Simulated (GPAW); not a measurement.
Input of a GPAW 26.7.0 run:

Contents of run.py:

```python
from ase.eos import EquationOfState
from ase.io import Trajectory, read
from ase.units import GPa
from gpaw import GPAW, PW

atoms = read('Ge.cif')

traj = Trajectory('eos.traj', 'w')
volumes, energies = [], []
for x in [0.94, 0.96, 0.98, 1.0, 1.02, 1.04, 1.06]:
    a = atoms.copy()
    a.set_cell(atoms.cell * x**(1 / 3), scale_atoms=True)
    calc = GPAW(mode=PW(600),
                xc='LDA',
                kpts={'size': (8, 8, 8), 'gamma': True},
                occupations={'name': 'fermi-dirac', 'width': 0.05},
                nbands=11,
                convergence={'density': 1e-05, 'energy': 1e-05},
                maxiter=150,
                txt=f'eos-{x:.2f}.txt')
    a.calc = calc
    energies.append(a.get_potential_energy(force_consistent=True))
    volumes.append(a.get_volume())
    p = -a.get_stress()[:3].mean() / GPa
    calc.write(f'eos-{x:.2f}.gpw')
    traj.write(a)
    print(f'{x:.2f} {volumes[-1]:10.4f} A^3 {energies[-1]:14.6f} eV {p:9.3f} GPa', flush=True)

v0, e0, B = EquationOfState(volumes, energies, eos='birchmurnaghan').fit()
print(f'V0 = {v0:.4f} A^3, E0 = {e0:.6f} eV, B0 = {B / GPa:.2f} GPa')
```

File Ge.cif:

```cif
data_Ge
_cell_length_a 4.00068289
_cell_length_b 4.00068289
_cell_length_c 4.00068289
_cell_angle_alpha 60.00000000
_cell_angle_beta 60.00000000
_cell_angle_gamma 60.00000000
_space_group_name_H-M_alt 'P1'
_space_group_name_Hall 'P 1'
_space_group_IT_number 1
loop_
_space_group_symop_operation_xyz
'x,y,z'
loop_
_atom_site_label
_atom_site_type_symbol
_atom_site_symmetry_multiplicity
_atom_site_Wyckoff_symbol
_atom_site_fract_x
_atom_site_fract_y
_atom_site_fract_z
_atom_site_occupancy
Ge1 Ge 1 a 0.7500000000 0.7500000000 0.7500000000 1
Ge2 Ge 1 a 0.5000000000 0.5000000000 0.5000000000 1
```

Potentials or basis: the program's PAW data sets (release 1.2.1) made for this functional, pw.

Launch:

```console
$ OMP_NUM_THREADS=1 python run.py
```

(1) Estimate the bulk modulus.

(2) What does it give for the pressure derivative of the bulk modulus?

Results:

(1) 71 GPa.

(2) 4.5 (rough: it moves with the points fitted).

**Measured values to compare with.**

“Sub-monolayer structures of Ag overlayers on Ge(111): experimental observations and first-principles study”, 2019, arxiv:1908.00180 quotes, for a bulk crystal of Ge: bulk modulus 75.8 GPa.

Measured bulk modulus of Ge: 75.8 GPa (quoted in “Sub-monolayer structures of Ag overlayers on Ge(111): experimental observations and first-principles study”, 2019, arxiv:1908.00180). This calculation gives 71 GPa (-5.7 %). The fit is for a static lattice scaled at fixed shape and fixed fractional positions. The cell as given is a measured one (22.64 Å³/atom); LDA puts the equilibrium volume -1.4 % from it, thermal expansion not counted.
